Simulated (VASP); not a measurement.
# NaH in VASP 6.6.1, single-point calculation

INCAR

```
LWAVE = .FALSE.
NSW = 0
ISIF = 2
EDIFF = 1E-7
ISMEAR = -1
SIGMA = 0.02
ADDGRID = .TRUE.
IBRION = -1
LASPH = .TRUE.
LCHARG = .FALSE.
NELM = 81
PREC = Accurate
NBANDS = 11
GGA = PE
LREAL = .FALSE.
ENCUT = 520
```

KPOINTS

```
KPOINTS created by Atomic Simulation Environment
0
Gamma
2 2 2
0 0 0
```

POSCAR

```
Na H
 1.0000000000000000
     0.0389538158000000    2.5969210560999998    2.5969210560999998
     2.5969210560999998    0.0389538158000000    2.5969210560999998
     2.6358748719000000    2.6358748719000000    0.0000000000000000
 Na  H
   1   1
Cartesian
 -0.0000000000000000  0.0000000000000000  0.0150851724956388
  1.3179374359499996  1.3179374359499996  1.2833753555543610
```

The recommended PBE PAW datasets give the neutral cell 8 valence electrons.

Command

```
mpirun -np 1 vasp_std
```

Task: How does this run end, and what does it give?

Result: It converged. Results: gap between bands v and c on the k mesh 3.54 eV; least direct gap on the k mesh 4.23 eV; pressure 1.5 GPa. Band v is the last that the valence electrons fill when counted band by band, and c is the next.

OSZICAR

```
N       E                     dE             d eps       ncg     rms          rms(c)
DAV:   1     0.364057855442E+02    0.36406E+02   -0.44096E+03   110   0.763E+02
DAV:   2    -0.401386435228E+01   -0.40420E+02   -0.40031E+02   116   0.192E+02
DAV:   3    -0.539424269809E+01   -0.13804E+01   -0.13787E+01   133   0.337E+01
DAV:   4    -0.540327540128E+01   -0.90327E-02   -0.90319E-02   125   0.286E+00
DAV:   5    -0.540338134771E+01   -0.10595E-03   -0.10595E-03   125   0.320E-01    0.381E+00
DAV:   6    -0.487454394403E+01    0.52884E+00   -0.48739E-01   138   0.280E+00    0.179E+00
DAV:   7    -0.473621861957E+01    0.13833E+00   -0.52153E-01   138   0.244E+00    0.471E-01
DAV:   8    -0.475402391670E+01   -0.17805E-01   -0.28583E-02   119   0.116E+00    0.101E-01
DAV:   9    -0.475459375249E+01   -0.56984E-03   -0.24999E-03   125   0.448E-01    0.266E-02
DAV:  10    -0.475458768528E+01    0.60672E-05   -0.13085E-04   119   0.876E-02    0.848E-03
DAV:  11    -0.475462772373E+01   -0.40038E-04   -0.71996E-05   122   0.323E-02    0.825E-03
DAV:  12    -0.475462771582E+01    0.79100E-08   -0.34625E-06   119   0.913E-03    0.115E-03
DAV:  13    -0.475462780868E+01   -0.92855E-07   -0.28798E-07   122   0.295E-03
   1 F= -.47546278E+01 E0= -.47546278E+01  d E =-.869352E-13
```

These settings aren't sound, so the numbers aren't properties of the crystal.

On sound settings PBE gives a gap of 3.54 eV on its mesh and a pressure of 0.2 GPa for the intended cell.
